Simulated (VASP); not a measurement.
# C (Fd-3m) in VASP: settings compared

Aim: see how the results for C move with the level of theory and the settings. Levels: PBEsol, r2SCAN, TB-mBJ. Tasks: band structure.

All numbers are computed with VASP 6.6.1; they aren't measurements. Logs are shortened: lines on timing, memory, paths and dates and some standing lists are left out, and cuts for length are marked.

### Step 1. The structure

The structure is cubic, space group Fd-3m (No. 227). The conventional cell has a = 3.555 Å, b = 3.555 Å, c = 3.555 Å, α = 90.00°, β = 90.00°, γ = 90.00°. Around C (site symmetry -43m) lie 4 C at 1.54 Å.

This isn't the form of C at room conditions, which is graphite.

### Step 2. Band structure, PBEsol

INCAR reads:

```
PREC = Accurate
ENCUT = 520
EDIFF = 1E-6
ISMEAR = 0
SIGMA = 0.03
LREAL = F
LASPH = T
NELM = 80
ALGO = Normal
ISIF = 2
LWAVE = F
LCHARG = F
GGA = PS
NBANDS = 11
ICORELEVEL = 1
```

KPOINTS reads:

```
Automatic mesh
0
Gamma
  14 14 14
```

POSCAR reads:

```
C                                       
1.0
    0.0000000000      1.7774542777      1.7774542777
    1.7774542777      0.0000000000      1.7774542777
    1.7774542777      1.7774542777      0.0000000000
  C             
     2
Direct
     0.0000000000000000    0.0000000000000000    0.0000000000000000
     0.2500000000000000    0.2500000000000000    0.2500000000000000
```

KPOINTS_OPT reads:

```
explicit points
159
Reciprocal
 0.0000000000  0.0000000000  0.0000000000 1
 0.0357142857  0.0000000000  0.0357142857 1
 0.0714285714  0.0000000000  0.0714285714 1
 0.1071428571  0.0000000000  0.1071428571 1
 0.1428571429  0.0000000000  0.1428571429 1
 0.1785714286  0.0000000000  0.1785714286 1
[... 151 lines left out ...]
 0.4250000000  0.0000000000  0.4250000000 1
 0.4500000000  0.0000000000  0.4500000000 1
```

Potentials or basis: VASP PAW PBE potentials, release 64 (C).

The run is started by

```sh
> cat potpaw_PBE.64/C/POTCAR > POTCAR
> mpirun -np 1 vasp_std > vasp.out
```

OUTCAR:

```text
PREC = Accurate
   ENCUT = 520
   EDIFF = 1E-6
   ISMEAR = 0
   LREAL = F
   LASPH = T
   NELM = 80
   ISIF = 2
   GGA = PS

 ion  position               nearest neighbor table
   1  0.000  0.000  0.000-   2 1.54   2 1.54   2 1.54   2 1.54
   2  0.250  0.250  0.250-   1 1.54   1 1.54   1 1.54   1 1.54

  LATTYP: Found a face centered cubic cell.
 ALAT       =     3.5549085554

  Lattice vectors:

 A1 = (   0.0000000000,   1.7774542777,   1.7774542777)
 A2 = (   1.7774542777,   0.0000000000,   1.7774542777)
 A3 = (   1.7774542777,   1.7774542777,   0.0000000000)

Analysis of symmetry for initial positions (statically):
=====================================================================
 Subroutine PRICEL returns:
 Original cell was already a primitive cell.

 Routine SETGRP: Setting up the symmetry group for a
 face centered cubic supercell.

 Subroutine GETGRP returns: Found 48 space group operations
 (whereof 24 operations were pure point group operations)
 out of a pool of 48 trial point group operations.

The static configuration has the point symmetry T_d .
 The point group associated with its full space group is O_h .

Analysis of symmetry for dynamics (positions and initial velocities):
=====================================================================
 Subroutine PRICEL returns:
 Original cell was already a primitive cell.

 Routine SETGRP: Setting up the symmetry group for a
 face centered cubic supercell.

 Subroutine GETGRP returns: Found 48 space group operations
 (whereof 24 operations were pure point group operations)
 out of a pool of 48 trial point group operations.

The dynamic configuration has the point symmetry T_d .
 The point group associated with its full space group is O_h .

 Subroutine INISYM returns: Found 48 space group operations
 (whereof 24 operations are pure point group operations),
 and found     1 'primitive' translations

----------------------------------------------------------------------------------------

                                     Primitive cell

  volume of cell :      11.2312

  direct lattice vectors                    reciprocal lattice vectors
     0.000000000  1.777454278  1.777454278    -0.281301188  0.281301188  0.281301188
     1.777454278  0.000000000  1.777454278     0.281301188 -0.281301188  0.281301188
     1.777454278  1.777454278  0.000000000     0.281301188  0.281301188 -0.281301188

  length of vectors
     2.513699946  2.513699946  2.513699946     0.487227950  0.487227950  0.487227950

  position of ions in fractional coordinates (direct lattice)
     0.000000000  0.000000000  0.000000000
     0.250000000  0.250000000  0.250000000

  ion indices of the primitive-cell ions
   primitive index   ion index
                 1           1
                 2           2

----------------------------------------------------------------------------------------

 KPOINTS: Automatic mesh

Automatic generation of k-mesh.
 Grid dimensions read from file:
 generate k-points for:   14   14   14

 Generating k-lattice:

  Cartesian coordinates                     Fractional coordinates (reciprocal lattice)
    -0.020092942  0.020092942  0.020092942     0.071428571  0.000000000  0.000000000
     0.020092942 -0.020092942  0.020092942     0.000000000  0.071428571  0.000000000
     0.020092942  0.020092942 -0.020092942     0.000000000  0.000000000  0.071428571

  Length of vectors
     0.034801996  0.034801996  0.034801996

  Shift w.r.t. Gamma in fractional coordinates (k-lattice)
     0.000000000  0.000000000  0.000000000

 Subroutine IBZKPT returns following result:
 ===========================================

 Found    104 irreducible k-points:

 Following reciprocal coordinates:
            Coordinates               Weight
  0.000000  0.000000  0.000000      1.000000
  0.071429  0.000000  0.000000      8.000000
  0.142857  0.000000  0.000000      8.000000
  0.214286  0.000000  0.000000      8.000000
  0.285714  0.000000  0.000000      8.000000
  0.357143  0.000000  0.000000      8.000000
[... 16 lines left out ...]
  0.214286  0.142857  0.000000     24.000000
  0.285714  0.142857  0.000000     24.000000
 [... further k-points ...]
   k-points           NKPTS =    104   k-points in BZ     NKDIM =    104   number of bands    NBANDS=     11
   number of dos      NEDOS =    301   number of ions     NIONS =      2
   total plane-waves  NPLWV =   8000
   dimension x,y,z NGX =    20 NGY =   20 NGZ =   20
   dimension x,y,z NGXF=    40 NGYF=   40 NGZF=   40
   ions per type =               2
   NGX,Y,Z   is equivalent  to a cutoff of  13.23, 13.23, 13.23 a.u.
   NGXF,Y,Z  is equivalent  to a cutoff of  26.45, 26.45, 26.45 a.u.
 SYSTEM =  unknown system
   PREC   = accura    normal or accurate (medium, high low for compatibility)
   ISTART =      0    job   : 0-new  1-cont  2-samecut
   ICHARG =      2    charge: 1-file 2-atom 10-const
   ISPIN  =      1    spin polarized calculation?
   LNONCOLLINEAR =      F non collinear calculations
   LSORBIT =      F    spin-orbit coupling
   LASPH  =      T    aspherical Exc in radial PAW
   ENCUT  =  520.0 eV  38.22 Ry    6.18 a.u.   4.67  4.67  4.67*2*pi/ulx,y,z
   NELM   =     80;   NELMIN=  2; NELMDL= -5     # of ELM steps
   EDIFF  = 0.1E-05   stopping-criterion for ELM
   LREAL  =      F    real-space projection
[... 7 lines left out ...]
   TEBEG  =    0.0;   TEEND  =   0.0 temperature during run
   PSTRESS=    0.0 pullay stress
   NELECT =       8.0000    total number of electrons
   NUPDOWN=      -1.0000    fix difference up-down
   EMIN   =  10.00;   EMAX   =-10.00  energy-range for DOS
   EFERMI =   0.00;   METHOD = LEGACY
   ISMEAR =     0;   SIGMA  =   0.03  broadening in eV -4-tet -1-fermi 0-gaus
   EFERMI_NEDOS =   21; number of points for ismear=-14 and -15
   IALGO  =     38    algorithm
   IMIX   =      4    mixing-type and parameters
     AMIX     =   0.40;   BMIX     =  1.00
     AMIX_MAG =   1.60;   BMIX_MAG =  1.00
  volume/ion in A,a.u.               =       5.62        37.90
  Fermi-wavevector in a.u.,A,eV,Ry     =   1.462053  2.762879 29.083792  2.137598
  Thomas-Fermi vector in A             =   2.578312
   LORBIT       =      0    0 simple, 1 ext, 2 COOP (PROOUT), +10 PAW based schemes
   GGA     = PS    functional components
   LHFCALC =     F    Hartree Fock is set to
   AEXX    =    0.0000 exact exchange contribution
   IVDW    =     0    specifies the selected vdW correction
   LEPSILON=     F    determine dielectric tensor
   LRPA    =     F    only Hartree local field effects (RPA)
 non-spin polarized calculation
 Gauss-broadening in eV      SIGMA  =   0.03
  energy-cutoff  :      520.00
  volume of cell :       11.23
 maximum number of plane-waves:       311
   NGX =  9   NGY =  9   NGZ =  9

 number of electron       7.9999999 magnetization

 Free energy of the ion-electron system (eV)
  ---------------------------------------------------
  ext. energy  EPLUGINS =         0.00000000
  ---------------------------------------------------
  free energy    TOTEN  =       -19.24977790 eV

  energy without entropy =      -19.24977790  energy(sigma->0) =      -19.24977790

 the core state eigenenergies are
   1-  1s   -256.0726
   2-  1s   -256.0726

 E-fermi :  10.1317     XC(G=0): -13.4822

 val. band max:        9.8542211888   @ k =   0.0000   0.0000   0.0000
 cond. band min:      13.8825909784   @ k =   0.3571   0.3571   0.0000
 fundamental gap:      4.0283697896
 Fermi energy:        10.1317160577

 k-point     1 :       0.0000    0.0000    0.0000
  band No.  band energies     occupation
      1     -11.8023      2.00000
      2       9.8542      2.00000
      3       9.8542      2.00000
      4       9.8542      2.00000
      5      15.4207      0.00000
      6      15.4207      0.00000
      7      15.4207      0.00000
      8      23.4507      0.00000
      9      28.9403      0.00000
     10      36.4322      0.00000
     11      36.4322      0.00000

 k-point     2 :       0.0714    0.0000    0.0000
  band No.  band energies     occupation
      1     -11.6595      2.00000
      2       8.9060      2.00000
      3       9.6060      2.00000
      4       9.6060      2.00000
      5      15.7452      0.00000
      6      15.7452      0.00000
      7      15.9905      0.00000
      8      23.5594      0.00000
      9      29.1861      0.00000
     10      34.5013      0.00000
     11      34.5013      0.00000

 k-point     3 :       0.1429    0.0000    0.0000
  band No.  band energies     occupation
      1     -11.2327      2.00000
      2       6.8368      2.00000
      3       9.0302      2.00000
      4       9.0302      2.00000
      5      16.5018      0.00000
      6      16.5018      0.00000
      7      16.9767      0.00000
      8      23.8734      0.00000
      9      29.7588      0.00000
     10      32.9182      0.00000
     11      32.9182      0.00000

 k-point     4 :       0.2143    0.0000    0.0000
  band No.  band energies     occupation
      1     -10.5257      2.00000
      2       4.4191      2.00000
      3       8.3825      2.00000
      4       8.3825      2.00000
      5      17.3102      0.00000
      6      17.3102      0.00000
      7      17.7697      0.00000
      8      24.3380      0.00000
      9      30.2589      0.00000
     10      32.1712      0.00000
     11      32.1712      0.00000
[... 197 lines left out ...]
 k-point    19 :      -0.2143    0.0714    0.0000
  band No.  band energies     occupation
      1     -10.1042      2.00000
      2       3.6537      2.00000
      3       7.0502      2.00000
      4       8.5505      2.00000
      5      17.1949      0.00000
      6      18.2068      0.00000
      7      18.2954      0.00000
      8      24.1850      0.00000
      9      30.5247      0.00000
     10      30.7242      0.00000
     11      33.0655      0.00000

 k-point    20 :      -0.1429    0.0714    0.0000
  band No.  band energies     occupation
      1     -10.9019      2.00000
      2       6.0506      2.00000
      3       7.6502      2.00000
      4       9.1821      2.00000
      5      16.4133      0.00000
      6      17.3979      0.00000
      7      17.6898      0.00000
      8      23.8830      0.00000
      9      30.1307      0.00000
     10      31.1749      0.00000
     11      33.0811      0.00000

 k-point    21 :      -0.0714    0.0714    0.0000
  band No.  band energies     occupation
      1     -11.4222      2.00000
      2       8.0694      2.00000
      3       8.4741      2.00000
      4       9.6155      2.00000
      5      15.8064      0.00000
      6      16.4639      0.00000
      7      16.8018      0.00000

------------------------ aborting loop because EDIFF is reached ----------------------------------------

  FORCE on cell =-STRESS in cart. coord.  units (eV):
  Direction    XX          YY          ZZ          XY          YZ          ZX
  --------------------------------------------------------------------------------------
  -------------------------------------------------------------------------------------
  Total        0.0478061      0.0478061      0.0478061      0.0000000      0.0000000      0.0000000
  in kB        6.8197452      6.8197452      6.8197452      0.0000000      0.0000000      0.0000000
  external PRESSURE =       6.8197452 kB  Pullay stress =       0.0000000 kB

 VOLUME and BASIS-vectors are now :
 -----------------------------------------------------------------------------
  energy-cutoff  :      520.00
  volume of cell :       11.23
      direct lattice vectors                 reciprocal lattice vectors
     0.000000000  1.777454278  1.777454278    -0.281301188  0.281301188  0.281301188
     1.777454278  0.000000000  1.777454278     0.281301188 -0.281301188  0.281301188
     1.777454278  1.777454278  0.000000000     0.281301188  0.281301188 -0.281301188

 POSITION                                       TOTAL-FORCE (eV/Angst)
 -----------------------------------------------------------------------------------
      0.00000      0.00000      0.00000         0.000000     -0.000000     -0.000000
      0.88873      0.88873      0.88873        -0.000000      0.000000      0.000000
 -----------------------------------------------------------------------------------
    total drift:                                0.000000      0.000000      0.000000

  FREE ENERGIE OF THE ION-ELECTRON SYSTEM (eV)
  ---------------------------------------------------
  free  energy   TOTEN  =       -19.2497779049 eV

  energy  without entropy=      -19.2497779049  energy(sigma->0) =      -19.24977790
```

It took 11 s on 1 thread of AMD EPYC 9R45 (Zen 5), shared host; peak memory 0.1 GiB.

What came out:

| Item | Value |
| --- | --- |
| Free energy | -19.2498 eV |
| Pressure | 0.7 GPa |
| Band gap on the k mesh | 4.03 eV, indirect (least direct gap 5.57 eV) |
| Band gap along the path | 4.03 eV, indirect (least direct gap 5.57 eV) |

Levels at the corners of the path, in eV from the valence-band top:
| point | band 1 | band 2 | band 3 | band 4 | band 5 | band 6 | band 7 | band 8 | band 9 |
| --- | --- | --- | --- | --- | --- | --- | --- | --- | --- |
| Γ | -21.66 | 0.00 | 0.00 | 0.00 | 5.57 | 5.57 | 5.57 | 13.60 | 19.09 |
| X | -12.85 | -12.85 | -6.40 | -6.40 | 4.62 | 4.62 | 16.94 | 16.94 | 23.27 |
| X | -12.85 | -12.85 | -6.40 | -6.40 | 4.62 | 4.62 | 16.94 | 16.94 | 23.27 |
| W | -12.01 | -12.01 | -8.50 | -8.50 | 10.51 | 10.51 | 12.43 | 12.43 | 21.35 |
| W | -12.01 | -12.01 | -8.50 | -8.50 | 10.51 | 10.51 | 12.43 | 12.43 | 21.35 |
| K | -13.02 | -11.81 | -9.52 | -5.45 | 5.55 | 10.71 | 14.45 | 15.76 | 18.66 |
| K | -13.02 | -11.81 | -9.52 | -5.45 | 5.55 | 10.71 | 14.45 | 15.76 | 18.66 |
| Γ | -21.66 | 0.00 | 0.00 | 0.00 | 5.57 | 5.57 | 5.57 | 13.60 | 19.09 |
| Γ | -21.66 | 0.00 | 0.00 | 0.00 | 5.57 | 5.57 | 5.57 | 13.60 | 19.09 |
| L | -15.77 | -13.58 | -2.84 | -2.84 | 8.43 | 8.43 | 8.98 | 15.58 | 21.80 |
| L | -15.77 | -13.58 | -2.84 | -2.84 | 8.43 | 8.43 | 8.98 | 15.58 | 21.80 |
| U | -13.02 | -11.81 | -9.52 | -5.45 | 5.55 | 10.71 | 14.45 | 15.76 | 18.66 |
| U | -13.02 | -11.81 | -9.52 | -5.45 | 5.55 | 10.71 | 14.45 | 15.76 | 18.66 |
| W | -12.01 | -12.01 | -8.50 | -8.50 | 10.51 | 10.51 | 12.43 | 12.43 | 21.35 |
| W | -12.01 | -12.01 | -8.50 | -8.50 | 10.51 | 10.51 | 12.43 | 12.43 | 21.35 |
| L | -15.77 | -13.58 | -2.84 | -2.84 | 8.43 | 8.43 | 8.98 | 15.58 | 21.80 |
| L | -15.77 | -13.58 | -2.84 | -2.84 | 8.43 | 8.43 | 8.98 | 15.58 | 21.80 |
| K | -13.02 | -11.81 | -9.52 | -5.45 | 5.55 | 10.71 | 14.45 | 15.76 | 18.66 |
| U | -13.02 | -11.81 | -9.52 | -5.45 | 5.55 | 10.71 | 14.45 | 15.76 | 18.66 |
| X | -12.85 | -12.85 | -6.40 | -6.40 | 4.62 | 4.62 | 16.94 | 16.94 | 23.27 |

Core levels (eV, on the scale of the bands):
```tsv
atom	levels
1 C	1s -256.1
2 C	1s -256.1
```

Caveat: the PAW data sets were made with another functional, which shifts forces and pressure a little.

### Step 3. Band structure, r2SCAN

INCAR: that of step 2 with these lines changed.

```diff
@@ -12,4 +12,4 @@
 LCHARG = F
-GGA = PS
+METAGGA = R2SCAN
+LMIXTAU = T
 NBANDS = 11
-ICORELEVEL = 1
```

KPOINTS is that of step 2.

POSCAR is that of step 2.

KPOINTS_OPT is that of step 2.

Potentials or basis: VASP PAW PBE potentials, release 64 (C).

The run is started by

```sh
> cat potpaw_PBE.64/C/POTCAR > POTCAR
> mpirun -np 1 vasp_std > vasp.out
```

Wall time 58 s (1 thread of AMD EPYC 9R45 (Zen 5), shared host); peak memory 0.1 GiB.

Results (log left out):

* Free energy: -19.6564 eV
* Pressure: 3.3 GPa
* Band gap on the k mesh: 4.34 eV, indirect (least direct gap 5.86 eV)
* Band gap along the path: 4.34 eV, indirect (least direct gap 5.86 eV)

Levels at the corners of the path, in eV from the valence-band top:
```tsv
point	band 2	band 3	band 4	band 5	band 6	band 7
Γ	0.00	0.00	0.00	5.86	5.86	5.86
X	-13.66	-6.72	-6.72	5.02	5.02	18.03
X	-13.66	-6.72	-6.72	5.02	5.02	18.03
W	-12.87	-8.80	-8.80	11.30	11.30	13.04
W	-12.87	-8.80	-8.80	11.30	11.30	13.04
K	-12.56	-9.84	-5.73	5.99	11.39	15.33
K	-12.56	-9.84	-5.73	5.99	11.39	15.33
Γ	0.00	0.00	0.00	5.86	5.86	5.86
Γ	0.00	0.00	0.00	5.86	5.86	5.86
L	-14.16	-3.00	-3.00	8.92	8.92	9.27
L	-14.16	-3.00	-3.00	8.92	8.92	9.27
U	-12.56	-9.84	-5.73	5.99	11.39	15.33
U	-12.56	-9.84	-5.73	5.99	11.39	15.33
W	-12.87	-8.80	-8.80	11.30	11.30	13.04
W	-12.87	-8.80	-8.80	11.30	11.30	13.04
L	-14.16	-3.00	-3.00	8.92	8.92	9.27
L	-14.16	-3.00	-3.00	8.92	8.92	9.27
K	-12.56	-9.84	-5.73	5.99	11.39	15.33
U	-12.56	-9.84	-5.73	5.99	11.39	15.33
X	-13.66	-6.72	-6.72	5.02	5.02	18.03
```

Caveat: the PAW data sets were made with another functional, which shifts forces and pressure a little.

### Step 4. Band structure, TB-mBJ

POSCAR is that of step 3.

INCAR.step1 reads:

```
PREC = Accurate
ENCUT = 520
EDIFF = 1E-5
ISMEAR = 0
SIGMA = 0.03
LREAL = F
LASPH = T
NELM = 80
ALGO = Normal
ISIF = 2
LWAVE = T
LCHARG = F
NBANDS = 11
GGA = PE
```

INCAR.step2 reads:

```
PREC = Accurate
ENCUT = 520
EDIFF = 1E-6
ISMEAR = 0
SIGMA = 0.03
LREAL = F
LASPH = T
NELM = 80
ALGO = Normal
ISIF = 2
LWAVE = F
LCHARG = F
METAGGA = MBJ
NBANDS = 11
ISTART = 1
```

KPOINTS is that of step 3.

KPOINTS_OPT is that of step 3.

The run is started by

```sh
> cat potpaw_PBE.64/C/POTCAR > POTCAR
> cp INCAR.step1 INCAR
> mpirun -np 1 vasp_std > vasp.out
> cp INCAR.step2 INCAR
> mpirun -np 1 vasp_std > vasp.out
```

Run time: 36 s. Hardware: 1 thread of AMD EPYC 9R45 (Zen 5), shared host; peak memory 0.1 GiB.

Results (log left out):

```
Band gap on the k mesh  : 4.97 eV, indirect (least direct gap 6.65 eV)
Band gap along the path : 4.97 eV, indirect (least direct gap 6.65 eV)
```

Levels at the corners of the path, in eV from the valence-band top:
```
point  band 2  band 3  band 4  band 5  band 6  band 7
    Γ    0.00    0.00    0.00    6.65    6.65    6.65
    X  -13.08   -6.18   -6.18    5.61    5.61   18.94
    X  -13.08   -6.18   -6.18    5.61    5.61   18.94
    W  -12.40   -8.06   -8.06   11.75   11.75   13.60
    W  -12.40   -8.06   -8.06   11.75   11.75   13.60
    K  -12.01   -9.03   -5.26    6.57   11.86   16.10
    K  -12.01   -9.03   -5.26    6.57   11.86   16.10
    Γ    0.00    0.00    0.00    6.65    6.65    6.65
    Γ    0.00    0.00    0.00    6.65    6.65    6.65
    L  -13.28   -2.73   -2.73    9.50    9.56    9.56
    L  -13.28   -2.73   -2.73    9.50    9.56    9.56
    U  -12.01   -9.03   -5.26    6.57   11.86   16.10
    U  -12.01   -9.03   -5.26    6.57   11.86   16.10
    W  -12.40   -8.06   -8.06   11.75   11.75   13.60
    W  -12.40   -8.06   -8.06   11.75   11.75   13.60
    L  -13.28   -2.73   -2.73    9.50    9.56    9.56
    L  -13.28   -2.73   -2.73    9.50    9.56    9.56
    K  -12.01   -9.03   -5.26    6.57   11.86   16.10
    U  -12.01   -9.03   -5.26    6.57   11.86   16.10
    X  -13.08   -6.18   -6.18    5.61    5.61   18.94
```

Caveat: the PAW data sets were made with another functional, which shifts forces and pressure a little.

### Step 5. Overview

```csv
level,gap on the mesh (eV),pressure (GPa)
PBEsol,4.03,0.7
r2SCAN,4.34,3.3
TB-mBJ,4.97,-
```

Alike in all rows: task band structure; potentials or basis VASP PAW PBE potentials, release 64 (C); no spin polarisation; cell as given; k mesh 14 × 14 × 14; cutoff (eV) 520; smearing gaussian 0.03 eV.

On the cell as given the gap runs from 4.03 eV (PBEsol) to 4.97 eV (TB-mBJ).

Caveats: the PAW data sets were made with another functional, which shifts forces and pressure a little.

Absolute energies hang on the potentials; compare differences alone.
